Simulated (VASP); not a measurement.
Crystal: BN.

```xyz
4
Lattice="2.4982 0.0000 0.0000 -1.2491 2.1635 0.0000 0.0000 0.0000 6.6357" Properties=species:S:1:pos:R:3 pbc="T T T"
N     1.2491    0.7212    1.6589
N     0.0000    1.4424    4.9768
B     1.2491    0.7212    4.9768
B     0.0000    1.4424    1.6589
```

Base run:

```yaml
Program: VASP 6.6.1
Functional: r2SCAN
Potentials_or_basis: VASP PAW PBE potentials, release 64 (N, B)
Cutoff: 520 eV
k_mesh: 12 × 12 × 4
Occupations: gaussian, width 0.02 eV
Spin: no spin polarisation
```

Its results: band gap on the k mesh 4.89 eV, indirect (least direct gap 5.32 eV); pressure 1.5 GPa.

The run is repeated on the same cell with these changes: functional from r2SCAN to PBE. What comes out?

Band gap on the k mesh 4.29 eV, indirect (least direct gap 4.66 eV); pressure 5.2 GPa.

r2SCAN gives the wider gap, since meta-GGAs in the generalised Kohn-Sham scheme recover part of the derivative discontinuity.

Caveats: the PAW data sets were made with another functional, which shifts forces and pressure a little (some runs); this functional lacks dispersion, which binds the layers, so the pressure and a relaxed spacing across them are unreliable (some runs).

A k mesh can miss the band edges.

Not every run made on this cell is shown here.
